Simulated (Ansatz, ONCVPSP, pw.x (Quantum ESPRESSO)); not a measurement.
**pw.x on bcc P: one setting changed**

Potential: optimised norm-conserving Vanderbilt (ONCV), ONCVPSP 4.0.1.1 (patched build), PBE; core [Ne], reference 3s2 3p3; waves: 3s: rc 1.50 bohr, ncon 4, nbas 8, qcut 4.3 1/bohr, 1 projector; 3p: rc 1.65 bohr, ncon 4, nbas 8, qcut 4.4 1/bohr, 1 projector; d scattering state at 0.04 Ha: rc 1.40 bohr, ncon 4, nbas 9, qcut 8.2 1/bohr, 2 projectors, debl 0.5 Ha; local part: polynomial inside 1.05 bohr (lpopt 5, dvloc0 -1 Ha); core correction: polynomial model core, fcfact 0.75.

The reference run (k-mesh 15³, cutoffs 105/420 Ry, Fermi–Dirac 0.01 Ry, mixing_beta 0.4, conv_thr 1e-9, no spin) gives -1.43 GPa at 14.308 Å³/atom, where all-electron LAPW gives -0.58 GPa. This run, with its own iteration cap, changes smearing to gauss.

```
&control
  calculation='scf', prefix='x', pseudo_dir='./', outdir='./tmp', tstress=.true., disk_io='none'
/
&system
  ibrav=0, nat=1, ntyp=1, ecutwfc=105, ecutrho=420, nbnd=9,
  occupations='smearing', smearing='gauss', degauss=0.01
/
&electrons
  conv_thr=1e-09, mixing_beta=0.4, electron_maxstep=60
/
ATOMIC_SPECIES
P 1.0 P.UPF
CELL_PARAMETERS angstrom
  -1.52934798 1.52934798 1.52934798
  1.52934798 -1.52934798 1.52934798
  1.52934798 1.52934798 -1.52934798
ATOMIC_POSITIONS crystal
P 0.0000 0.0000 0.0000
K_POINTS automatic
15 15 15 0 0 0
```

```bash
pw.x < P.scf.in > P.scf.out
```

How does the run end?

It converges in 6 iterations; the free energy moves by +13.2 meV/atom and the pressure by -0.20 GPa. Gaussian smearing of the same width is narrower in effect than Fermi–Dirac, so its quadratic term in F is smaller.

```
Message from routine setup:
     using ibrav=0 with symmetry is DISCOURAGED, use correct ibrav instead
     lattice parameter (alat)  =       5.0057  a.u.
     unit-cell volume          =      96.5552 (a.u.)^3
     number of electrons       =         5.00
     number of Kohn-Sham states=            9
     kinetic-energy cutoff     =     105.0000  Ry
     charge density cutoff     =     420.0000  Ry
     scf convergence threshold =      1.0E-09
     Exchange-correlation= PBE
     number of k points=   120  Gaussian smearing, width (Ry)=  0.0100
     iteration #  1     ecut=   105.00 Ry     beta= 0.40
     total energy              =     -18.03835815 Ry
     estimated scf accuracy    <       0.00216307 Ry
     iteration #  2     ecut=   105.00 Ry     beta= 0.40
     total energy              =     -18.03830564 Ry
     estimated scf accuracy    <       0.00062626 Ry
     iteration #  3     ecut=   105.00 Ry     beta= 0.40
     total energy              =     -18.03835890 Ry
     estimated scf accuracy    <       0.00001199 Ry
     iteration #  4     ecut=   105.00 Ry     beta= 0.40
     c_bands:  1 eigenvalues not converged
     total energy              =     -18.03836311 Ry
     estimated scf accuracy    <       0.00000009 Ry
     iteration #  5     ecut=   105.00 Ry     beta= 0.40
     total energy              =     -18.03836316 Ry
     estimated scf accuracy    <       0.00000002 Ry
     iteration #  6     ecut=   105.00 Ry     beta= 0.40
     the Fermi energy is    11.2207 ev
!    total energy              =     -18.03836316 Ry
     estimated scf accuracy    <          5.0E-11 Ry
     smearing contrib. (-TS)   =      -0.00040324 Ry
     The total energy is F=E-TS. E is the sum of the following terms:
     one-electron contribution =       5.96129265 Ry
     hartree contribution      =       0.21038935 Ry
     xc contribution           =      -8.46927877 Ry
     ewald contribution        =     -15.74036315 Ry
     convergence has been achieved in   6 iterations
          total   stress  (Ry/bohr**3)                   (kbar)     P=      -16.26
     Message from routine punch:
     Nothing written, as per user request (disk_io='none')
```

The run took about 40 s on one core of a shared host (Neoverse-N1, 64 threads, 498 GiB, load 22).
